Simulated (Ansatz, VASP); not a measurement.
**MgO in VASP and in Ansatz**

File POSCAR:

```
MgO
1.0
    0.0000000000      2.1351500000      2.1351500000
    2.1351500000      0.0000000000      2.1351500000
    2.1351500000      2.1351500000      0.0000000000
Mg O
1 1
Direct
    0.1024518184     -0.1024518184      0.1024518184
    0.5000000000      0.5000000000      0.5000000000
```

File INCAR.step1:

```
SYSTEM = MgO
PREC = Accurate
ENCUT = 520
ISMEAR = 0
SIGMA = 0.05
LREAL = .False.
LASPH = .True.
NELM = 60
NBANDS = 11
GGA = PE
ALGO = Normal
EDIFF = 1E-4
LWAVE = .True.
LCHARG = .False.
```

Contents of INCAR.step2:

```
SYSTEM = MgO
PREC = Accurate
ENCUT = 520
EDIFF = 1E-6
ISMEAR = 0
SIGMA = 0.05
LREAL = .False.
LASPH = .True.
NELM = 60
ALGO = Normal
ISIF = 2
LWAVE = .False.
LCHARG = .False.
METAGGA = R2SCAN
LMIXTAU = .True.
NBANDS = 11
ISTART = 1
```

Contents of KPOINTS:

```
regular mesh
0
Gamma
  10 10 10
  0 0 0
```

Input for Ansatz:

```yaml
crystal:
  lattice:
    - [0.0, 2.13515, 2.13515]
    - [2.13515, 0.0, 2.13515]
    - [2.13515, 2.13515, 0.0]
  atoms:
    - { symbol: Mg, position: [0.1024518184, -0.1024518184, 0.1024518184] }
    - { symbol: O, position: [0.5, 0.5, 0.5] }
basis:
  ecutwfc: 500
kpoints:
  mp_grid: { grid: [10, 10, 10] }
hamiltonian:
  xc: r2scan
scf:
  occupations: { method: gaussian, width: 0.05 }
output:
  forces: true
  stress: true
  eigenvalues: true
```

Change from the starting cell: all Mg atoms moved +0.438 Å, as atom 1 along Cartesian [0 1 0].

Alike in both runs: task single point; functional r2SCAN; k mesh 10 × 10 × 10; occupations gaussian, width 0.05 eV; no spin polarisation.

|  | VASP | Ansatz |
| --- | --- | --- |
| version | VASP 6.6.1 | Ansatz 0.2.0 |
| potentials or method | VASP PAW PBE potentials, release 64 (Mg, O) | scalar-relativistic, plane waves, PAW |
| plane-wave cutoff (eV) | 520 | 500 |
| valence electrons in the cell | 8 | 16 |

```csv
,VASP,Ansatz,Ansatz less VASP
gap on the k mesh at the Fermi level (eV),5.16,5.18,+0.017
least direct gap on the mesh (eV),5.16,5.18,+0.017
pressure (GPa),14.1,14.3,+0.18
largest component of the traceless stress (GPa),49.72,48.13,-1.585
rms of the force components (eV/Å),3.181,3.093,-0.0886
```

Atom by atom the forces differ by 0.089 eV/Å (rms over components). The two sets of potentials don't hold the same shells in valence.

Caveats: the PAW data sets were made with another functional, which shifts forces and pressure a little (VASP).
